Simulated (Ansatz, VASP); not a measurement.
## Ti: VASP beside Ansatz

File INCAR:

```
PREC = Accurate ; ENCUT = 520
EDIFF = 1E-7 ; ISMEAR = 0
SIGMA = 0.15 ; LREAL = False
LASPH = True ; NELM = 100
ALGO = Normal ; ISIF = 2
LWAVE = False ; LCHARG = False
GGA = PS ; NBANDS = 12
```

The input KPOINTS:

```
Automatic mesh
0
Gamma
  22 22 22
```

The input POSCAR:

```
Ti
1.0
   -1.5457392524      1.5457392524      1.5457392524
    1.5457392524     -1.5457392524      1.5457392524
    1.5457392524      1.5457392524     -1.5457392524
Ti
1
Direct
    0.0000000000      0.0000000000      0.0000000000
```

Input for Ansatz:

```yaml
crystal:
  lattice:
    - [-1.5457392524, 1.5457392524, 1.5457392524]
    - [1.5457392524, -1.5457392524, 1.5457392524]
    - [1.5457392524, 1.5457392524, -1.5457392524]
  atoms:
    - { symbol: Ti, position: [0.0, 0.0, 0.0] }
basis:
  ecutwfc: 520.0
kpoints:
  mp_grid: { grid: [22, 22, 22] }
hamiltonian:
  xc: pbesol
  pseudopotentials: { kind: paw, azcp: { folder: soft_1 } }
scf:
  occupations: { method: gaussian, width: 0.15 }
output:
  forces: true
  stress: true
  eigenvalues: true
```

Alike in both runs: task single point; functional PBEsol; k mesh 22 × 22 × 22; occupations gaussian, width 0.15 eV; no spin polarisation.

|  | VASP | Ansatz |
| --- | --- | --- |
| version | VASP 6.6.1 | Ansatz 0.2.0 |
| potentials or method | VASP PAW PBE potentials, release 64 (Ti_sv) | scalar-relativistic, plane waves, PAW |
| plane-wave cutoff (eV) | 520 | 520 |
| valence electrons in the cell | 12 | 12 |

```csv
,VASP,Ansatz,Ansatz less VASP
gap on the k mesh at the Fermi level (eV),none,none,-
pressure (GPa),14.9,15.3,+0.44
```

A gap of «none» marks a metal or a gap that the smearing closes. The functional is the same, so the differences come from potentials, cutoffs and numerics. Ansatz warned: «pseudo_functional_mismatch».

Caveats: the PAW data sets were made with another functional, which shifts forces and pressure a little (VASP).
